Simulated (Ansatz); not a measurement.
# SnO2 (P4_2/mnm): the host for defect calculations, part 2 of 2

Before any defect goes in: SnO2 (P4_2/mnm) at rest, and how it screens a charge.

Ansatz 0.2.0; plane-wave PAW DFT, PBEsol; relaxation of the host's cell and atoms; PAW set soft_1 (the session's first sound run).

So far. Step 3 (Dielectric tensors of the host): The principal values of the electronic dielectric tensor are 4.60, 4.60 and 4.91. The principal values of the static dielectric tensor are 10.42, 13.48 and 13.48.

**4. Defect free supercell relaxed in its symmetry**

This cell, the one that will hold the defects, is built from the relaxed host. Its coarser k-points can move the atoms a little, so it is relaxed from the symmetric sites, as the reference for the test of stability.

This step: plane-wave PAW DFT, PBEsol; relaxation of the defect-free supercell in its symmetry; PAW set soft_1 (Ansatz 0.2.0).

System of this step: SnO2 (P4_2/mnm). The cell holds 96 atoms: 32 Sn and 64 O. Cell: a = 11.498 Å, b = 11.498 Å, c = 13.485 Å, α = 54.1°, β = 54.1°, γ = 71.8°.

File pristine.symmetric/input.yaml:

```yaml
crystal:
  lattice:
    - [0.0, 9.5356236445, 6.4238053132]
    - [9.5356236445, 0.0, 6.4238053132]
    - [9.5356236445, 9.5356236445, 0.0]
  atoms:
    - { symbol: Sn, position: [0.125, 0.125, 0.125] }
    - { symbol: Sn, position: [0.375, 0.375, 0.375] }
    - { symbol: Sn, position: [0.0, 0.0, 0.0] }
    - { symbol: Sn, position: [0.25, 0.25, 0.25] }
    - { symbol: O, position: [0.0281360785, 0.2218639215, 0.375] }
    - { symbol: O, position: [0.2781360785, 0.4718639215, 0.125] }
    - { symbol: O, position: [0.2218639215, 0.0281360785, 0.375] }
    - { symbol: O, position: [0.4718639215, 0.2781360785, 0.125] }
    - { symbol: O, position: [0.0, 0.0, 0.1531360785] }
    - { symbol: O, position: [0.25, 0.25, 0.4031360785] }
    - { symbol: O, position: [0.0, 0.0, 0.3468639215] }
    - { symbol: O, position: [0.25, 0.25, 0.0968639215] }
    - { symbol: Sn, position: [0.125, 0.125, 0.625] }
    - { symbol: Sn, position: [0.375, 0.375, 0.875] }
    - { symbol: Sn, position: [0.0, 0.0, 0.5] }
    - { symbol: Sn, position: [0.25, 0.25, 0.75] }
    - { symbol: O, position: [0.0281360785, 0.2218639215, 0.875] }
    - { symbol: O, position: [0.2781360785, 0.4718639215, 0.625] }
    - { symbol: O, position: [0.2218639215, 0.0281360785, 0.875] }
    - { symbol: O, position: [0.4718639215, 0.2781360785, 0.625] }
    - { symbol: O, position: [0.0, 0.0, 0.6531360785] }
    - { symbol: O, position: [0.25, 0.25, 0.9031360785] }
    - { symbol: O, position: [0.0, 0.0, 0.8468639215] }
    - { symbol: O, position: [0.25, 0.25, 0.5968639215] }
    - { symbol: Sn, position: [0.125, 0.625, 0.125] }
    - { symbol: Sn, position: [0.375, 0.875, 0.375] }
    - { symbol: Sn, position: [0.0, 0.5, 0.0] }
    - { symbol: Sn, position: [0.25, 0.75, 0.25] }
    - { symbol: O, position: [0.0281360785, 0.7218639215, 0.375] }
    - { symbol: O, position: [0.2781360785, 0.9718639215, 0.125] }
[... 60 atom lines left out ...]
    - { symbol: O, position: [0.7218639215, 0.5281360785, 0.875] }
    - { symbol: O, position: [0.9718639215, 0.7781360785, 0.625] }
    - { symbol: O, position: [0.5, 0.5, 0.6531360785] }
    - { symbol: O, position: [0.75, 0.75, 0.9031360785] }
    - { symbol: O, position: [0.5, 0.5, 0.8468639215] }
    - { symbol: O, position: [0.75, 0.75, 0.5968639215] }
basis:
  ecutwfc: 420
  xc_grid: 2
hamiltonian:
  xc: pbesol
  pseudopotentials: { kind: paw, azcp: { folder: soft_1 }, xc_functional: pbe }
kpoints:
  mp_grid: { grid: [1, 1, 1] }
scf:
  occupations: { method: fermi_dirac, width: 0.01 }
  max_iter: 100
  lower_state_search: "off"
output:
  forces: true
relax:
  f_tol: 0.015
  max_steps: 60
  escape_saddle: false
checkpoint:
  write: "../pristine.symmetric.run"
  compress: false
  write_wavefunctions: false
  write_every: 100000
```

Command:

```sh
> ansatz run input.yaml --threads 32 --pin off --max-ram 84787MiB --backend cuda --events-out ev --progress --plain --runs-dir out --max-vram 78GiB
```

Numbers of over 12 decimals in the logs are rounded to 6 here.

The program printed:

```text
[...]
device memory: the entry about to start is reckoned to put 3.9 GiB on a device that reports 171.9 GiB free (of which the cap on the GPU budget leaves the run 78.0 GiB)
GPU FFT provider: cuFFT
GPU libraries: cuBLAS 13.8.1, cuFFT 12.4.0, cuSOLVER 12.3.2
GPU matrix products: emulated (plane waves: as basis.precision tells), large ones in fixed point in workspaces of 1.00 GiB
Crystal: 96 atoms, lattice volume = 1168.209 Å³
Basis set: ecut = 420 eV, 22821 PW (Γ), exchange–correlation on 160×160×192 points (8 copies of the dense FFT grid, shifted against one another)
Bands: 512, of which v1, the nominal top of the filled ones, is band 416 counted from 1 (415 counted from 0)
Symmetry: 256 space group operations
[...]
k-points: 1
[...]
GPU buffer pool allocated for 614400 grid points (all kernels)
GPU transforms: local potential and band sums: pruned to the plane-wave sphere, on 80×80×90
[...]
SCF iter   1: F=—  HF=-226299.847935 eV  |Δ(HF+E_count)|=         —  Δρ=6.96e-2  dr2=4.20e1  Hψ=1841
[...]
SCF iter   7: F=-226290.637195 eV  HF=-226290.637194 eV  |Δ(HF+E_count)|=   4.12e-6  Δρ=1.07e-5  dr2=1.67e-6  Hψ=1586
SCF 1 converged in 7 iterations: F = -226290.637195 eV  dr2 = 1.67e-6
[...]
relax step   1: F+E_penalty+E_count = -226290.63719468 eV  Δ(F+E_penalty+E_count) = +0.000e0 eV  max|allowed force component| = 4.111e-2 eV/Å  Δτ_max = 0.0000 Å  (7 SCF iters, dr2 threshold 5.63e-6 eV, accepted)
[...]
SCF iter   5: F=-226290.641685 eV  HF=-226290.641685 eV  |Δ(HF+E_count)|=   4.66e-8  Δρ=2.68e-6  dr2=7.99e-8  Hψ=1556
SCF 2 converged in 5 iterations: F = -226290.641685 eV  dr2 = 7.99e-8
relax step   2: F+E_penalty+E_count = -226290.64168478 eV  Δ(F+E_penalty+E_count) = -4.490e-3 eV  max|allowed force component| = 1.207e-2 eV/Å  Δτ_max = 0.0019 Å  (5 SCF iters, accepted)
SCF converged after 5 iterations
Free energy (F): -226290.641685 eV
[...]
Internal energy: -226290.641685 eV  (E = F + TS)
E sigma→0 (E₀):  -226290.641685 eV
Fermi energy:    9.606391 eV
[...]
--- Forces (eV/Å), atoms counted from 1 ---
  atom   1  Sn     0.00000000    -0.00000000    -0.00000000
  atom   2  Sn     0.00000000    -0.00000000    -0.00000000
  atom   3  Sn    -0.00000000     0.00000000    -0.00000000
  atom   4  Sn    -0.00000000    -0.00000000    -0.00000000
  atom   5  O     -0.01207071     0.01207071    -0.00000000
  atom   6  O     -0.01207071     0.01207071    -0.00000000
  [... 90 more lines of this table ...]
  max |Σ_I F_I| component: 6.42e-17 eV/Å
--- Relaxed structure (2 steps of the walk, 2 accepted, 0 SCFs on fresh bases) ---
  F+E_penalty+E_count = -226290.64168478 eV   max|allowed force component| = 1.207e-2 eV/Å
  atoms:
    - { symbol: Sn, position: [0.125000, 0.125000, 0.125000] }
    - { symbol: Sn, position: [0.375000, 0.375000, 0.375000] }
    - { symbol: Sn, position: [0, 0, 0] }
    - { symbol: Sn, position: [0.250000, 0.250000, 0.250000] }
    - { symbol: O, position: [0.028274, 0.221726, 0.375] }
    - { symbol: O, position: [0.278274, 0.471726, 0.125000] }
  [... 90 more lines of this table ...]
```

Run time: 2.4 s. Hardware: 1 × NVIDIA GB200 with 32 threads of Arm Neoverse V2, shared host; peak memory 1.1 GiB.

Hardly anything moved in the relaxation; the energy changed by under 0.2 meV an atom.

**5. Defect free supercell relaxed from displaced atoms**

This step: plane-wave PAW DFT, PBEsol; relaxation of the defect-free supercell from random displacements, a test of the host's stability; PAW set soft_1 (Ansatz 0.2.0).

pristine.rattled/input.yaml, as its differences from pristine.symmetric/input.yaml of step 4:

```diff
@@ -59,6 +59,6 @@
   f_tol: 0.015
-  max_steps: 60
-  escape_saddle: false
+  max_steps: 120
+  random_displacement: { amplitude: 0.06, seed: 2687 }
 checkpoint:
-  write: "../pristine.symmetric.run"
+  write: "../pristine.rattled.run"
   compress: false
```

The program printed:

```text
[...]
Crystal: 96 atoms, lattice volume = 1168.209 Å³
Basis set: ecut = 420 eV, 22821 PW (Γ), exchange–correlation on 160×160×192 points (8 copies of the dense FFT grid, shifted against one another)
Bands: 512, of which v1, the nominal top of the filled ones, is band 416 counted from 1 (415 counted from 0)
Symmetry: 1 space group operations
k-points: 1
[...]
SCF iter   1: F=—  HF=-226296.704472 eV  |Δ(HF+E_count)|=         —  Δρ=7.00e-2  dr2=4.28e1  Hψ=1841
[...]
SCF iter   2: F=—  HF=-226289.222380 eV  |Δ(HF+E_count)|=    7.48e0  Δρ=3.58e-2  dr2=1.10e1  Hψ=1013
[...]
SCF iter   7: F=-226287.294920 eV  HF=-226287.294919 eV  |Δ(HF+E_count)|=   3.47e-6  Δρ=1.10e-5  dr2=1.88e-6  Hψ=1589
SCF 1 converged in 7 iterations: F = -226287.294920 eV  dr2 = 1.88e-6
[...]
relax step   1: F+E_penalty+E_count = -226287.29491969 eV  Δ(F+E_penalty+E_count) = +0.000e0 eV  max|allowed force component| = 3.202e0 eV/Å  Δτ_max = 0.0000 Å  (7 SCF iters, dr2 threshold 5.63e-6 eV, accepted)
[...]
relax step   2: F+E_penalty+E_count = -226290.20929061 eV  Δ(F+E_penalty+E_count) = -2.914e0 eV  max|allowed force component| = 8.814e-1 eV/Å  Δτ_max = 0.1029 Å  (7 SCF iters, dr2 threshold 1.00e-4 eV, accepted)
relax step   3: F+E_penalty+E_count = -226290.64129601 eV  Δ(F+E_penalty+E_count) = -4.320e-1 eV  max|allowed force component| = 2.060e-2 eV/Å  Δτ_max = 0.0636 Å  (6 SCF iters, dr2 threshold 4.86e-5 eV, accepted)
relax step   4: F+E_penalty+E_count = -226290.64131856 eV  Δ(F+E_penalty+E_count) = -2.254e-5 eV  max|allowed force component| = 2.061e-2 eV/Å  Δτ_max = 0.0000 Å  (5 SCF iters, accepted)
[...]
SCF iter   1: F=—  HF=-226290.639164 eV  |Δ(HF+E_count)|=         —  Δρ=5.98e-4  dr2=1.19e-3  Hψ=861
[...]
SCF iter   7: F=-226290.642099 eV  HF=-226290.642099 eV  |Δ(HF+E_count)|=  5.53e-10  Δρ=1.48e-6  dr2=2.25e-8  Hψ=1425
SCF 5 converged in 7 iterations: F = -226290.642099 eV  dr2 = 2.25e-8
[...]
relax step   5: F+E_penalty+E_count = -226290.64209901 eV  Δ(F+E_penalty+E_count) = -7.805e-4 eV  max|allowed force component| = 7.491e-4 eV/Å  Δτ_max = 0.0068 Å  (7 SCF iters, accepted)
SCF converged after 7 iterations
Free energy (F): -226290.642099 eV
[...]
Internal energy: -226290.642099 eV  (E = F + TS)
E sigma→0 (E₀):  -226290.642099 eV
Fermi energy:    9.607186 eV
[...]
--- Forces (eV/Å), atoms counted from 1 ---
  atom   1  Sn    -0.00023219    -0.00004608     0.00000585
  atom   2  Sn    -0.00007399     0.00017715    -0.00002722
  atom   3  Sn    -0.00036511    -0.00010677    -0.00024327
  atom   4  Sn     0.00018548     0.00024142     0.00003597
  atom   5  O     -0.00030705    -0.00042003     0.00015096
  atom   6  O     -0.00023720    -0.00033398    -0.00004085
  [... 90 more lines of this table ...]
  max |Σ_I F_I| component: 3.80e-5 eV/Å
--- Relaxed structure (5 steps of the walk, 5 accepted, 0 SCFs on fresh bases) ---
  F+E_penalty+E_count = -226290.64209901 eV   max|allowed force component| = 7.491e-4 eV/Å
  atoms:
    - { symbol: Sn, position: [0.124926, 0.124764, 0.125402] }
    - { symbol: Sn, position: [0.374933, 0.374767, 0.375389] }
    - { symbol: Sn, position: [-6.752123688274835e-5, -0.000232, 0.000395] }
    - { symbol: Sn, position: [0.249937, 0.249760, 0.250392] }
    - { symbol: O, position: [0.028268, 0.221430, 0.375446] }
    - { symbol: O, position: [0.278267, 0.471429, 0.125441] }
  [... 90 more lines of this table ...]
```

The job ended after 4.2 s (1 × NVIDIA GB200 with 32 threads; peak memory 1.1 GiB).

The steps of the relaxation:

| step | energy less that of the first step (eV) | largest force component (eV/Å) |
| --- | --- | --- |
| 1 | 0.0000 | 3.2017 |
| 2 | -2.9144 | 0.8814 |
| 3 | -3.3464 | 0.0206 |
| 4 | -3.3464 | 0.0206 |
| 5 | -3.3472 | 0.0007 |

The relaxation ends 35 meV an atom lower than the displaced start, with a largest force component of 7.5e-4 eV/Å.

**6. Host on a dense mesh**

This step: plane-wave PAW DFT, PBEsol; single point of the defect-free host, a test of the k-point sampling; PAW set soft_1 (Ansatz 0.2.0).

System of this step: SnO2 (P4_2/mnm). The structure is tetragonal, space group P4_2/mnm (No. 136). The conventional cell has a = 4.768 Å, b = 4.768 Å, c = 3.212 Å, α = 90.00°, β = 90.00°, γ = 90.00°. Nearest to Sn lie 6 O at 2.07 Å. Nearest to O lie 3 Sn at 2.07 Å. Farther neighbours and most contacts between anions are not listed.

File dense/input.yaml:

```yaml
crystal:
  lattice:
    - [4.7678118222, 0.0, 0.0]
    - [0.0, 4.7678118222, 0.0]
    - [0.0, 0.0, 3.2119026566]
  atoms:
    - { symbol: Sn, position: [0.5, 0.5, 0.5] }
    - { symbol: Sn, position: [0.0, 0.0, 0.0] }
    - { symbol: O, position: [0.193727843, 0.806272157, 0.5] }
    - { symbol: O, position: [0.806272157, 0.193727843, 0.5] }
    - { symbol: O, position: [0.306272157, 0.306272157, 0.0] }
    - { symbol: O, position: [0.693727843, 0.693727843, 0.0] }
basis:
  ecutwfc: 420
  xc_grid: 2
hamiltonian:
  xc: pbesol
  pseudopotentials: { kind: paw, azcp: { folder: soft_1 }, xc_functional: pbe }
kpoints:
  mp_grid: { grid: [6, 6, 9] }
scf:
  occupations: { method: fermi_dirac, width: 0.01 }
  max_iter: 100
  lower_state_search: "off"
checkpoint:
  write: "../dense.run"
  compress: false
  write_wavefunctions: false
  write_every: 100000
```

The program printed:

```text
[...]
GPU FFT provider: cuFFT
GPU libraries: cuBLAS 13.8.1, cuFFT 12.4.0, cuSOLVER 12.3.2
[...]
Crystal: 6 atoms, lattice volume = 73.013 Å³
Basis set: ecut = 420 eV, 1435 PW (Γ), exchange–correlation on 64×64×48 points (8 copies of the dense FFT grid, shifted against one another)
Bands: 32, of which v1, the nominal top of the filled ones, is band 26 counted from 1 (25 counted from 0)
Symmetry: 16 space group operations
[...]
k-points: 50 of 324
[...]
GPU buffer pool allocated for 24576 grid points (all kernels)
[...]
SCF iter   1: F=—  HF=-14143.798690 eV  |Δ(HF+E_count)|=         —  Δρ=6.91e-2  dr2=2.56e0  Hψ=7090
[...]
SCF iter   7: F=-14143.237447 eV  HF=-14143.237447 eV  |Δ(HF+E_count)|=   1.52e-7  Δρ=6.85e-6  dr2=2.84e-8  Hψ=3964
SCF 1 converged in 7 iterations: F = -14143.237447 eV  dr2 = 2.84e-8
[...]
SCF converged after 7 iterations
Free energy (F): -14143.237447 eV
[...]
Internal energy: -14143.237447 eV  (E = F + TS)
E sigma→0 (E₀):  -14143.237447 eV
Fermi energy:    9.593027 eV
[...]
```

Run time: 1 s. Hardware: 1 × NVIDIA GB200 with 32 threads; peak memory 0.98 GiB.

**7. Defect free supercell at the zone centre**

The supercell is run at the zone centre, to see how far that sampling misses the dense mesh.

System of this step: SnO2 (P4_2/mnm). The cell holds 96 atoms: 32 Sn and 64 O. Cell: a = 11.498 Å, b = 11.498 Å, c = 13.485 Å, α = 54.1°, β = 54.1°, γ = 71.8°.

pristine.sampling_gamma/input.yaml, as its differences from pristine.rattled/input.yaml of step 5:

```diff
@@ -55,10 +55,4 @@
   lower_state_search: "off"
-output:
-  forces: true
-relax:
-  f_tol: 0.015
-  max_steps: 120
-  random_displacement: { amplitude: 0.06, seed: 2687 }
 checkpoint:
-  write: "../pristine.rattled.run"
+  write: "../pristine.sampling_gamma.run"
   compress: false
```

The program printed:

```text
[...]
GPU FFT provider: cuFFT
GPU libraries: cuBLAS 13.8.1, cuFFT 12.4.0, cuSOLVER 12.3.2
[...]
Crystal: 96 atoms, lattice volume = 1168.209 Å³
Basis set: ecut = 420 eV, 22821 PW (Γ), exchange–correlation on 160×160×192 points (8 copies of the dense FFT grid, shifted against one another)
Bands: 512, of which v1, the nominal top of the filled ones, is band 416 counted from 1 (415 counted from 0)
Symmetry: 256 space group operations
[...]
k-points: 1
[...]
GPU buffer pool allocated for 614400 grid points (all kernels)
[...]
SCF iter   1: F=—  HF=-226299.847919 eV  |Δ(HF+E_count)|=         —  Δρ=6.96e-2  dr2=4.20e1  Hψ=1841
[...]
SCF iter   8: F=-226290.637195 eV  HF=-226290.637195 eV  |Δ(HF+E_count)|=   8.86e-7  Δρ=2.07e-6  dr2=4.16e-8  Hψ=1195
SCF 1 converged in 8 iterations: F = -226290.637195 eV  dr2 = 4.16e-8
[...]
SCF converged after 8 iterations
Free energy (F): -226290.637195 eV
[...]
Internal energy: -226290.637195 eV  (E = F + TS)
E sigma→0 (E₀):  -226290.637195 eV
Fermi energy:    9.604492 eV
[...]
```

Run time: 1.3 s. Hardware: 1 × NVIDIA GB200 with 32 threads; peak memory 1.2 GiB.

**8. Defect free supercell at the quarter point**

The supercell is run at one point off the zone centre, to see how far that sampling misses the dense mesh.

pristine.sampling_quarter/input.yaml, as its differences from pristine.sampling_gamma/input.yaml of step 7:

```diff
@@ -50,3 +50,3 @@
 kpoints:
-  mp_grid: { grid: [1, 1, 1] }
+  mp_grid: { grid: [1, 1, 1], shift: [0.25, 0.25, 0.25] }
 scf:
@@ -56,3 +56,3 @@
 checkpoint:
-  write: "../pristine.sampling_gamma.run"
+  write: "../pristine.sampling_quarter.run"
   compress: false
```

The program printed:

```text
[...]
GPU FFT provider: cuFFT
GPU libraries: cuBLAS 13.8.1, cuFFT 12.4.0, cuSOLVER 12.3.2
[...]
Crystal: 96 atoms, lattice volume = 1168.209 Å³
Basis set: ecut = 420 eV, 22821 PW (Γ), exchange–correlation on 160×160×192 points (8 copies of the dense FFT grid, shifted against one another)
Bands: 512, of which v1, the nominal top of the filled ones, is band 416 counted from 1 (415 counted from 0)
Symmetry: 64 space group operations
k-points: 1
[...]
GPU buffer pool allocated for 614400 grid points (all kernels)
[...]
SCF iter   1: F=—  HF=-226300.407573 eV  |Δ(HF+E_count)|=         —  Δρ=6.93e-2  dr2=4.13e1  Hψ=1848
[...]
SCF iter   8: F=-226291.351340 eV  HF=-226291.351340 eV  |Δ(HF+E_count)|=   2.63e-8  Δρ=2.05e-6  dr2=4.11e-8  Hψ=1313
SCF 1 converged in 8 iterations: F = -226291.351340 eV  dr2 = 4.11e-8
[...]
SCF converged after 8 iterations
Free energy (F): -226291.351340 eV
[...]
Internal energy: -226291.351340 eV  (E = F + TS)
E sigma→0 (E₀):  -226291.351340 eV
Fermi energy:    9.817058 eV
[...]
```

Run time: 1.6 s. Hardware: 1 × NVIDIA GB200 with 32 threads; peak memory 1.3 GiB; 3.6 s of CPU time.

**9. What came out**

- primitive cell vectors, lengths: 4.768, 4.768, 3.212 Å
- electronic dielectric constant: principal values (4.60, 4.60, 4.91)
- static dielectric constant: principal values (10.42, 13.48, 13.48)
- gap on the k-mesh of the response run (PBEsol): 0.92 eV
- supercell relaxed in its symmetry less the displaced and relaxed one: 0.000 eV
- energy an atom at the zone centre alone less that on the dense mesh: 0.012 eV
- energy an atom at one point at (¼, ¼, ¼) less that on the dense mesh: 0.005 eV

Step 5: The energy fell by 3.347 eV from the randomly displaced start; the atoms end within 0.005 Å of the sites as typed, once the mean shift is taken out. The displaced cell ends within 0.01 eV of the symmetric one relaxed in its symmetry, so no lower structure shows in this supercell. The k-mesh can miss the band edges, so this gap is an upper bound at this level. All at zero temperature.

[Logs are printed without paths, hosts, clocks, repeated set-up lines and the standing remarks that a program may print on its own settings, such as how far it seeks lower states.]

[Hosts, paths, dates, database ids (printed as entryN), source tags and the programs' standing remarks are cut or masked in the printed files.]

[Runs of the host that timed out are not shown.]

[For some hosts the program warned that the k-mesh of the response run may be too coarse for force constants and the static dielectric constant; such warnings are not always shown.]

[The program warned that the k-mesh of a response run behind this text may be too coarse: force constants, and the static dielectric constant and all else formed from them, are not shown converged.]
